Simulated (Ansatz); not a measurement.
# Cu/hBN/Ni: predicting the conductance of a thicker barrier

**Method.** Ansatz 0.2.0, plane waves with PAW datasets, PBE. Interfaces are relaxed in a short slab (with D3(BJ) where the barrier is layered), set between ideal electrode layers that go on as semi-infinite leads, and the zero-bias conductance G at 300 K comes from T(E) on a typed mesh. The error is the largest of the program's estimates from energy step, mesh, the leads' potential steps and neutrality; its separate bound for narrow resonances between the energies solved isn't counted and can be far larger. The lower electrode is Cu (fcc 111), the upper Ni (fcc 111) and the barrier hBN (sheets), on a net of side 2.567 Å; d is the distance between the electrodes' last planes. The runs are spin-polarised, with magnetic electrodes parallel.

What is known so far:

| planes in the barrier | d (Å) | G (S/m²) | error (%) | lead step (meV) |
| --- | --- | --- | --- | --- |
| 1 | 4.88 | 2.35e14 | 8 | 21 |
| 3 | 11.37 | 4.67e11 | 5 | 19 |
| 5 | 17.86 | 1.23e9 | 7 | 19 |

Q: A further run has 7 planes, d = 24.34 Å. Fit G ∝ exp(−βd) to the rows shown and predict its conductance.

Working: Take y = ln G: 33.09, 26.87 and 20.93. The means are d = 11.37 Å and y = 26.97; Σ(Δd Δy) = −78.91 and Σ(Δd)² = 84.24, so the slope is −0.937 Å⁻¹ (β = 0.937 Å⁻¹). At d = 24.34 Å, y = 26.97 − 0.937 × 12.97 = 14.82, or G = 2.72e6 S/m².

**The withheld run.** The run gave 3.83e6 S/m², with an error estimate of 9 % and a lead step of 19 meV. The prediction is 0.711 times that, too low by 29 %. Step by step the slopes are 0.96, 0.91 and 0.89 Å⁻¹, falling with thickness. How much of this is a real bend and how much error of the rows wasn't traced.

**Limits.** The interfaces are ideal, one cell wide, strained to a common net and relaxed from one registry with their symmetry kept. PBE's gaps are too small, so true decay constants are likely larger where the Fermi level lies deep in a gap. No spin-orbit coupling, phonons, disorder or image charges enter. The rows shown are chosen by tests on error estimates (under 100 to 120 %), lead steps (under 150 meV, though the program warns over 25), intact interfaces and, for fits, a steady trend in the rows shown; the data set holds 414 series of this kind, and not all pass.
